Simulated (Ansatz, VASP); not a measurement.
# In3Ga13O24 (Ga1.6In0.4O3, monoclinic beta-Ga2O3 type): VASP beside Ansatz, part 2 of 2

One calculation is typed for both programs; each brings its own data sets. How far apart do they land? The cell is invented: As first built, before any earlier steps moved the atoms (in the runner's words): 1x2x2 conventional cells of the Ga2O3 type (80 atoms: 48 O, 26 Ga, 6 In); Ga/In share their sites, the best of 600 random draws by like-pair counts in two shells; start lattice of Ga2O3; atoms moved at random by 0.02 A. It may not be a known or stable phase. The structure shown is the end of the Ansatz relaxation below.

VASP 6.6.1 and Ansatz 0.2.0.

So far: The structure; Ansatz: relaxation, PBE.

## 3. VASP: single point, PBE

Level of this step: PBE; plane waves and PAW (O, Ga_d, In_d); invented cell (VASP).

The same cell, functional, mesh and smearing now go to VASP, with its own data sets.

Lines of VASP's logs that name or quote its potential files are left out, and so is its time.

Contents of INCAR:

```
SYSTEM = In3Ga13O24
PREC = Accurate
ENCUT = 520
EDIFF = 1E-06
NELM = 120
ISMEAR = -1
SIGMA = 0.01
LREAL = Auto
ALGO = Normal
GGA = PE
NBANDS = 408
LORBIT = 11
LWAVE = .FALSE.
LCHARG = .FALSE.
ISIF = 2
ISYM = 0
LASPH = .TRUE.
GGA_COMPAT = .FALSE.
EFERMI = MIDGAP
KPAR = 8
```

Contents of POSCAR:

```
In3Ga13O24
1.0
   12.6349930000      0.0045430000      0.0085570000
    0.0022600000      6.2981890000      0.0002360000
   -2.8596360000     -0.0005930000     11.6535100000
O Ga In
48 26 6
Direct
    0.1637000000      0.9981100000      0.0544500000
    0.3322100000      0.2646200000      0.4476600000
    0.1668300000      0.0019700000      0.2654600000
    0.3243000000      0.2659500000      0.2112600000
    0.4942800000      0.0002300000      0.1258900000
    0.9989200000      0.2702600000      0.3675200000
    0.6690800000      0.2478700000      0.0695600000
    0.8478000000      0.0005800000      0.4454000000
    0.6769900000      0.2510800000      0.2865400000
    0.8286200000      0.9997300000      0.2227700000
    0.9897200000      0.2507400000      0.1217200000
    0.5123200000      0.0011600000      0.3649800000
    0.1703600000      0.0013700000      0.5670200000
    0.3356000000      0.2519600000      0.9463700000
    0.1754100000      0.9979700000      0.7856500000
    0.3221700000      0.2529800000      0.7187900000
    0.4887000000      0.9994400000      0.6205000000
    0.0192600000      0.2495100000      0.8757100000
    0.6667600000      0.2313400000      0.5462300000
    0.8352900000      0.9816000000      0.9504600000
    0.6713600000      0.2331000000      0.7708500000
    0.8317300000      0.9893900000      0.7127600000
    0.9985900000      0.2490200000      0.6283800000
    0.4881800000      0.9927500000      0.8630400000
    0.1577600000      0.5015600000      0.0555500000
    0.3316200000      0.7362400000      0.4472700000
    0.1725000000      0.4997100000      0.2817800000
    0.3253500000      0.7344400000      0.2121200000
    0.4978400000      0.4995300000      0.1273700000
    0.9989200000      0.7295600000      0.3701300000
    0.6680300000      0.7519000000      0.0723600000
    0.8360900000      0.5001400000      0.4489800000
    0.6769600000      0.7493300000      0.2873600000
    0.8255900000      0.5002300000      0.2207800000
    0.9941500000      0.7491200000      0.1299000000
    0.5057800000      0.4994300000      0.3737300000
    0.1595000000      0.4989600000      0.5555600000
    0.3323300000      0.7473400000      0.9471800000
    0.1736700000      0.5019200000      0.7828400000
    0.3217300000      0.7467200000      0.7178400000
    0.4852900000      0.5002200000      0.6274200000
    0.0090500000      0.7513000000      0.8738700000
    0.6633100000      0.7684700000      0.5453600000
    0.8317000000      0.5185000000      0.9488400000
    0.6820200000      0.7646100000      0.7740300000
    0.8392200000      0.5126900000      0.7173000000
    0.0007600000      0.7524700000      0.6265500000
    0.4918800000      0.5055900000      0.8668900000
    0.4104800000      0.2527200000      0.1009300000
    0.1540400000      0.2507200000      0.1514100000
    0.5908400000      0.2508000000      0.3951600000
    0.9084700000      0.9964300000      0.1060200000
    0.6611000000      0.0005400000      0.1675100000
    0.8427200000      0.2541600000      0.3459000000
    0.0962900000      0.9963700000      0.8999400000
    0.4034300000      0.2504200000      0.6037500000
    0.1598400000      0.2523000000      0.6599800000
    0.3351800000      0.9982600000      0.8457600000
    0.9146900000      0.9989900000      0.6018300000
    0.6566500000      0.9988500000      0.6502400000
    0.0923500000      0.4997600000      0.3981400000
    0.4109200000      0.7472500000      0.1004200000
    0.1556600000      0.7490700000      0.1535400000
    0.3388700000      0.5000400000      0.3413400000
    0.5894500000      0.7494700000      0.3941100000
    0.9074900000      0.5037700000      0.1052500000
    0.6611800000      0.4994100000      0.1655600000
    0.8422500000      0.7464800000      0.3460000000
    0.0945600000      0.5040000000      0.8988100000
    0.4032500000      0.7495600000      0.6033600000
    0.1605700000      0.7482700000      0.6590800000
    0.3370400000      0.5012300000      0.8429400000
    0.9186200000      0.5026000000      0.6007600000
    0.8480400000      0.7522800000      0.8404100000
    0.0883500000      0.9997800000      0.3990200000
    0.3420500000      0.0008100000      0.3385100000
    0.5878000000      0.2465400000      0.9008900000
    0.8480200000      0.2482300000      0.8431800000
    0.5986700000      0.7517200000      0.9018900000
    0.6585900000      0.5007100000      0.6490300000
```

Contents of KPOINTS:

```
Points of the shifted mesh
16
Reciprocal
 0.2500000000  0.1250000000  0.2500000000 1
 0.2500000000  0.1250000000  0.7500000000 1
 0.2500000000  0.3750000000  0.2500000000 1
 0.2500000000  0.3750000000  0.7500000000 1
 0.2500000000  0.6250000000  0.2500000000 1
 0.2500000000  0.6250000000  0.7500000000 1
 0.2500000000  0.8750000000  0.2500000000 1
 0.2500000000  0.8750000000  0.7500000000 1
 0.7500000000  0.1250000000  0.2500000000 1
 0.7500000000  0.1250000000  0.7500000000 1
 0.7500000000  0.3750000000  0.2500000000 1
 0.7500000000  0.3750000000  0.7500000000 1
 0.7500000000  0.6250000000  0.2500000000 1
 0.7500000000  0.6250000000  0.7500000000 1
 0.7500000000  0.8750000000  0.2500000000 1
 0.7500000000  0.8750000000  0.7500000000 1
```

Potentials, in the order of the species: O, Ga_d and In_d (PBE family, release 64).

The run is started by

```console
> mpirun -np 8 vasp_std
```

Numbers of over 12 decimals in the logs are rounded to 6 here.

The log of the run:

```text
[banner, memory and clock lines left out]
running    8 mpi-ranks, on    1 nodes
[...]
|                                                                             |
|           W    W    AA    RRRRR   N    N  II  N    N   GGGG   !!!           |
|           W    W   A  A   R    R  NN   N  II  NN   N  G    G  !!!           |
|           W    W  A    A  R    R  N N  N  II  N N  N  G       !!!           |
|           W WW W  AAAAAA  RRRRR   N  N N  II  N  N N  G  GGG   !            |
|           WW  WW  A    A  R   R   N   NN  II  N   NN  G    G                |
|           W    W  A    A  R    R  N    N  II  N    N   GGGG   !!!           |
|                                                                             |
|     For optimal performance we recommend to set                             |
|       NCORE = 2 up to number-of-cores-per-socket                            |
|     NCORE specifies how many cores store one orbital (NPAR=cpu/NCORE).      |
|     This setting can greatly improve the performance of VASP for DFT.       |
|     The default, NCORE=1 might be grossly inefficient on modern             |
|     multi-core architectures or massively parallel machines. Do your        |
|     Unfortunately you need to use the default for GW and RPA                |
|     calculations (for HF NCORE is supported but not extensively tested      |
|     yet).                                                                   |
|                                                                             |

 LDA part: xc-table for (Slater+PW92), standard interpolation
 POSCAR, INCAR and KPOINTS ok, starting setup
[...]
entering main loop
       N       E                     dE             d eps       ncg     rms          rms(c)
DAV:   1     0.156336210541E+05    0.15634E+05   -0.24789E+05 13064   0.301E+03
DAV:   2     0.376084558955E+04   -0.11873E+05   -0.11244E+05 13056   0.920E+02
DAV:   3     0.652423836325E+02   -0.36956E+04   -0.34844E+04 16032   0.363E+02
DAV:   4    -0.491338251492E+03   -0.55658E+03   -0.54226E+03 15688   0.147E+02
[...]
DAV:  19    -0.468415330360E+03    0.28915E-05   -0.22615E-05 19080   0.428E-02    0.788E-03
DAV:  20    -0.468415332316E+03   -0.19563E-05   -0.30493E-05 14144   0.152E-02    0.819E-03
DAV:  21    -0.468415331610E+03    0.70652E-06   -0.97043E-07  7968   0.171E-02
   1 F= -.46841533E+03 E0= -.46841533E+03  d E =0.000000E+00
```

OUTCAR, selected parts (step 3):

```text
  FREE ENERGIE OF THE ION-ELECTRON SYSTEM (eV)
  ---------------------------------------------------
  free  energy   TOTEN  =      -468.4153316098 eV

  energy  without entropy=     -468.4153316098  energy(sigma->0) =     -468.41533161

[... 1 further part left out ...]
```

The run ends at a pressure of 0.61 GPa, with forces up to 0.036 eV/Å.

## 4. Side by side

Known differences besides the potentials themselves: the cutoff is 420 eV in Ansatz and 520 eV in VASP (PREC = Accurate, projectors in real space). Total energies have different zeros and are not compared.

Both answers:

```tsv
quantity	Ansatz	VASP	difference
gap on the k mesh (eV)	2.198	2.181	+0.017
```

A gap on the mesh is an upper bound, since the band edges may lie between its points.

## 5. Summary of results

```json
{"difference in gap on the k mesh (single point, PBE)": "0.017 eV"}
```

The difference in gap on the k mesh is 0.017 eV (single point, PBE), within the 0.08 eV picked in this series as the mark of a large difference. How closely two codes agree says nothing of how well the functional describes the real material.

[Lines on the potential files, build, host, timing and source positions are cut from VASP's logs without a mark.]

[Logs are printed without paths, hosts, clocks, repeated set-up lines and the standing remarks that a program may print on its own settings, such as how far it seeks lower states.]

[Hosts, paths, dates, database ids (printed as entryN), source tags and the programs' standing remarks are cut or masked in the printed files.]
